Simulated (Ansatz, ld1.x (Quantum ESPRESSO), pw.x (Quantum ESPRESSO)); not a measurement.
## Which Si potential is closest to all-electron in the bcc crystal?

All use PBE, scalar-relativistic, no spin, cutoffs from each file’s atomic test, pw.x 7.5; 15³ k-points, Fermi–Dirac smearing 0.01 Ry. Δ is the rms difference from all-electron LAPW of the E(V) curves that follow from fits to the pressures, over ±6 % in volume. Mesh and smearing are coarse and serve the comparison alone. The files are a selection: those with a ghost or negative overlap were mostly not run, and those with noisy or unconverged pressures or nearly equal Δ are left out.

All-electron: a0 = 3.083 Å (V0 = 14.65 Å³/atom), B0 = 93.0 GPa.

(1) Rank them by Δ, smallest first.
A. PAW, ld1.x (Quantum ESPRESSO) 7.5, PBE; core [Ne], reference 3s2 3p0.5; waves: 3s (bound): rcut 1.25, rcutus 1.50 bohr; 3s channel at -0.7 Ry: rcut 1.25, rcutus 1.50 bohr; 3p (bound): rcut 1.65, rcutus 2.05 bohr; 3p channel at -0.85 Ry: rcut 1.65, rcutus 2.05 bohr; local part: all-electron potential smoothed inside 1.15 bohr (lloc = -2); core correction: Bessel-smoothed model core inside 0.80 bohr; augmentation: PSQ, inside the norm-conserving radii.
B. norm-conserving Troullier–Martins (Kleinman–Bylander form), ld1.x (Quantum ESPRESSO) 7.5, PBE; core [Ne], reference 3s2 3p2; waves: 3s (bound): rc 1.85 bohr; 3p (bound): rc 1.70 bohr; local part: all-electron potential smoothed inside 1.35 bohr (lloc = -1); core correction: none.
C. ultrasoft, ld1.x (Quantum ESPRESSO) 7.5, PBE; core [Ne], reference 3s2 3p2; waves: 3s (bound): rcut 1.60, rcutus 1.80 bohr; 3s channel at 0.05 Ry: rcut 1.60, rcutus 1.80 bohr; 3p (bound): rcut 1.65, rcutus 2.10 bohr; 3p channel at 0.35 Ry: rcut 1.65, rcutus 2.10 bohr; 3d channel at 0.45 Ry: rc 1.90 bohr; local part: the d channel; core correction: none; augmentation: PSQ, radius 1.55 bohr.

Results:

(1) C (2.1 meV/atom), A (8.0 meV/atom), B (11.1 meV/atom).
